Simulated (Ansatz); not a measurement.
## From a trial cell to the properties of Y (fcc)

Computed with Ansatz (plane waves, PAW, 420 eV cutoff): HSE06, scalar-relativistic, no spin polarisation, Γ-centred 8×8×8 mesh, 0.05 eV Gaussian smearing. The datasets are Ansatz's generated set soft_2.

At room temperature and ambient pressure Y is hcp.

Starting cell:

```
CELL_PARAMETERS angstrom
0.00000 2.54786 2.54786
2.54786 0.00000 2.54786
2.54786 2.54786 0.00000
ATOMIC_POSITIONS crystal
Y 0.00000 0.00000 0.00000
```

The steps in volume:

| run | level | k-mesh | kind | V (Å³/atom) | P (GPa) | E − E(final) (meV/atom) | gap on the mesh (eV) |
| --- | --- | --- | --- | --- | --- | --- | --- |
| 1 | PBE | 6×6×6 | fixed cell | 33.08 | -0.9 | – | metal |
| 2 | PBE | 6×6×6 | fixed cell | 32.89 | -0.7 | – | metal |
| 3 | PBE | 6×6×6 | fixed cell | 32.27 | 0.0 | – | metal |
| 4 | HSE06 | 8×8×8 | fixed cell | 32.27 | 1.0 | 2.3 | metal |
| 5 | HSE06 | 8×8×8 | fixed cell | 32.48 | 0.7 | 1.3 | metal |
| 6 | HSE06 | 8×8×8 | fixed cell | 33.12 | 0.0 | 0.0 | metal |

The volume is at zero pressure for this level.

The final structure (symmetry read at 0.01 Å). It takes space group Fm-3m (No. 225, cubic). The conventional cell has a = 5.098 Å, b = 5.098 Å, c = 5.098 Å, α = 90.00°, β = 90.00°, γ = 90.00°. Around Y (site symmetry m-3m) lie 12 Y at 3.60 Å. (Neighbours are counted to 15 % beyond the shortest distance.)

At the final geometry the gap, band path included, is zero (metallic). The runs in the table took roughly 2 core-minutes.

**Reading the result.**

With 11 valence electrons in the calculation's cell and no magnetic order, the bands, two electrons each, can't all be full or empty: band theory demands a metal. (Only strong correlation, outside this picture, could make a Mott insulator of it.)

Pressures of hybrids are less tightly converged. For a metal under a hybrid functional this mesh is coarse.
